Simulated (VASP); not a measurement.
# BN: optical spectrum of independent particles, by functional

BN, F-43m (no. 216), 2 atoms in the cell.

| Functional | ε at zero frequency, electronic | Mean energy of the absorption, weighted by Im ε (eV) | Refractive index at 633 nm | Refractive index at 1064 nm | Direct gap on the mesh (eV) | Time (s) |
|---|---|---|---|---|---|---|
| PBE | 4.71 | 12.85 | 2.19 | 2.18 | 8.78 | 1.9 |
| LDA | 4.76 | 12.76 | 2.21 | 2.19 | 8.64 | 1.6 |
| PBEsol | 4.78 | 12.76 | 2.21 | 2.19 | 8.72 | 2.2 |
| r2SCAN | 4.43 | 13.54 | 2.12 | 2.11 | 9.48 | 10 |
| TB-mBJ | 4.16 | 13.92 | 2.06 | 2.05 | 10.25 | 9.3 |
| SCAN | 4.44 | 13.51 | 2.13 | 2.11 | 9.44 | 11 |

Limits: The 8×8×8 mesh is coarse for a spectrum: peaks stand apart that a denser mesh merges; the pull between electron and hole is left out; rows 1, 2, 3, 4, 6: the onset follows the functional's gap, which semilocal functionals usually make too small.

## Input of the first row

INCAR:
```
PREC = Accurate
ENCUT = 460
ISMEAR = 0
SIGMA = 0.02
EDIFF = 1E-7
LASPH = T
KPAR = 4
LWAVE = T
LCHARG = F
LOPTICS = T
ALGO = Normal
NBANDS = 20
NEDOS = 2000
CSHIFT = 0.1
GGA = PE
```

KPOINTS:
```
k-points
0
Gamma
  8 8 8
```

POSCAR:
```
BN
1.0
    0.0000000000      1.8130010000      1.8130010000
    1.8130010000      0.0000000000      1.8130010000
    1.8130010000      1.8130010000      0.0000000000
N B
1 1
Direct
    0.2500000000      0.2500000000      0.2500000000
    0.0000000000      0.0000000000      0.0000000000
```

Commands:
```
cat potpaw_PBE.64/N/POTCAR potpaw_PBE.64/B/POTCAR > POTCAR
mpirun -np 4 vasp_std > vasp.out
```

Changes of the last row against the first:
```
- GGA = PE
+ METAGGA = SCAN
+ LMIXTAU = True
```

VASP 6.6.1 took 1.9 s on 4 cores (AMD EPYC 9R45 (Zen 5)), a shared host.
